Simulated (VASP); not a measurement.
Input of a VASP 6.6.1 run:

The input INCAR:

```
PREC     = Accurate       # precision mode
ENCUT    = 400            # plane-wave cutoff, eV
EDIFF    = 1E-6           # SCF threshold, eV
ISMEAR   = 0              # smearing method
SIGMA    = 0.01           # smearing width, eV
LREAL    = False          # projectors in reciprocal space
LASPH    = True           # aspherical terms in the spheres
NELM     = 80             # most SCF steps
ALGO     = Normal         # electronic algorithm
ISIF     = 2              # what is computed and relaxed
LWAVE    = False          # write WAVECAR
LCHARG   = False          # write CHGCAR
METAGGA  = R2SCAN         # meta-GGA
LMIXTAU  = True         
LUSE_VDW = True         
IVDW_NL  = 2            
BPARAM   = 11.95        
CPARAM   = 0.0093       
NBANDS   = 16             # bands
ISYM     = 0
```

KPOINTS

```
Automatic mesh
0
Gamma
  1 1 1
```

Contents of POSCAR:

```
H4CO                                    
1.0
   12.7722774153      0.0000000000      0.0000000000
    0.0000000000     13.2722774153      0.0000000000
    0.0000000000      0.0000000000     13.7722774153
  O               C               H             
     1     1     4
Selective dynamics
Direct
     0.5814554605000026    0.4957380617999974    0.4800698287999978   F   F   F
     0.4709007345168943    0.4985833375410336    0.4959323125790473   T   T   T
     0.6154968736400552    0.5348561371265734    0.5307142176538949   T   T   T
     0.4484521455929876    0.4646677748428786    0.5661815079560640   T   T   T
     0.4354390133414563    0.4537911774680984    0.4375645801328557   T   T   T
     0.4391236648754287    0.5758974078562713    0.4918117471126108   T   T   T
```

Potentials or basis: VASP PAW PBE potentials, release 64 (O, C, H).

Run with:

```bash
$ cat potpaw_PBE.64/O/POTCAR potpaw_PBE.64/C/POTCAR potpaw_PBE.64/H/POTCAR > POTCAR
$ mpirun -np 4 vasp_gam > vasp.out
```

(1) Predict the largest force.

(2) Predict the gap between the frontier levels.

## Answers

(1) 0.384 eV/Å.

(2) 6.42 eV.

Caveat: the PAW data sets were made with another functional, which shifts forces and pressure a little.
